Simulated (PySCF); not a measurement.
An unknown shows these calculated signals:

1H NMR (600 MHz, computed): δ 3.94 (br s, 4H).

13C{1H} NMR (computed): δ 162.9 (C).

How the numbers were obtained: GIAO HF/pcSseg-2 shieldings, structure optimised with PBE0-D3(BJ)/def2-SVP, spin–spin couplings from B3LYP/pcJ-1, in PySCF 2.14.0 with density-fitted response routines (rapidly exchanging positions averaged, single conformer, isolated molecule, relativity neglected).

δ = σ(ref) − σ, references computed at the same level: 1H (σref 31.68) and 13C (σref 191.47) against TMS.

Problem. Which of these does the molecule contain: an OH group, a C≡C triple bond, an NH or NH2 group, a methoxy group?

Solution. 
- An OH group: no.
- A C≡C triple bond: no.
- An NH or NH2 group: yes (δH 3.94 (br s)).
- A methoxy group: no.

The data belong to urea, CH4N2O; they needn't prove each group on their own.

Carbon signals by region: 1 in the far downfield region (above 160 ppm). Above 160 ppm: 162.9, urea carbonyl carbon.

OH/NH shifts are gas-phase values; hydrogen bonding in solution moves them, usually downfield. Shifts are as computed, not scaled to solution data. Of 1211 compounds with measured shifts, 218 miss one by over three times the rms of a fit or turn the order of signals round; such compounds aren't used in these exercises. Hydrogen bonding in solution deshields acid and N–H amide carbonyl carbons by as much as 10 ppm beyond these values.
